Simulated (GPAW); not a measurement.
Runs of GPAW 26.7.0 on PbSe (Clausthalite). The structure is cubic, space group Fm-3m (No. 225). The conventional cell has a = 6.121 Å, b = 6.121 Å, c = 6.121 Å, α = 90.00°, β = 90.00°, γ = 90.00°. Pb (site symmetry m-3m) has 6 Se at 3.06 Å as nearest neighbours. Se (site symmetry m-3m) has 6 Pb at 3.06 Å as nearest neighbours. 

| task | level | potentials or basis | spin | k mesh | cutoff (eV) | maxiter | ranks | convergence | band path | band points | other keys | mesh quality | gap on the mesh (eV) | pressure (GPa) | V0 of scaled cells (Å³/atom) | B0 (GPa) |
| --- | --- | --- | --- | --- | --- | --- | --- | --- | --- | --- | --- | --- | --- | --- | --- | --- |
| equation of state | revPBE+D3 | the program's PAW data sets (release 1.2.1) made for this functional, pw | off | 6 × 6 × 6 | 600 | 150 | - | - | - | - | - | not flagged | - | - | (b) | (a) |
| equation of state | BP86 | PAW data sets generated in the run's folder for this functional, pw | off | 6 × 6 × 6 | 600 | 150 | - | - | - | - | - | not flagged | - | - | 30.07 | 47 |
| single point | PBE0 | GPAW PAW data sets (gpaw-data 1.2.1), pw | off | 4 × 4 × 4 | 450 | 60 | 4 | - | - | - | - | coarse | 1.23 | - | - | - |
| single point | PBE | GPAW PAW data sets (gpaw-data 1.2.1), pw | off | 6 × 6 × 6 | 500 | 120 | - | default | - | - | - | not flagged | 0.24 | 2.0 | - | - |
| equation of state | PBE | PAW data sets generated in the run's folder for this functional, pw | off | 6 × 6 × 6 | 600 | 150 | - | - | - | - | - | not flagged | - | - | (c) | 47 |
| single point | PBE | GPAW PAW data sets (gpaw-data 1.2.1), pw | off | 4 × 4 × 4 | 600 | 100 | - | - | - | - | several, not listed | coarse | 0.24 | 2.1 | - | - |
| band structure | rSCAN | GPAW PAW data sets (gpaw-data 1.2.1), pw | SOC, no magnetisation | 6 × 6 × 6 | 600 | 150 | - | - | GXWKGLUWLK,UX | 100 | - | not flagged | 0.17 | 1.4 | - | - |

Alike in all rows: cell as given; smearing fermi-dirac 0.05 eV.

Question: Estimate the missing entries.

Answer: (a) 43; (b) 29.74; (c) 29.91.

Caveats: some runs use coarse meshes; spin-orbit coupling is left out, which as a rule narrows the gap of such compounds by several tenths of an eV (some runs); the PAW data sets were made with another functional, which shifts forces and pressure a little (some runs); exact exchange converges slowly with the k mesh, and this mesh is small (some runs); the cutoff is short for stress and forces, so pressures can be off by a GPa or more (some runs); spin-orbit coupling was added after a scalar SCF, so levels and gaps hold it while energy, forces, pressure and moments don't (some runs); this program's spin-orbit splittings come out too wide for heavy elements (some runs).

A k mesh can miss the band edges, and rows without SOC leave out spin-orbit coupling on Pb, Se.
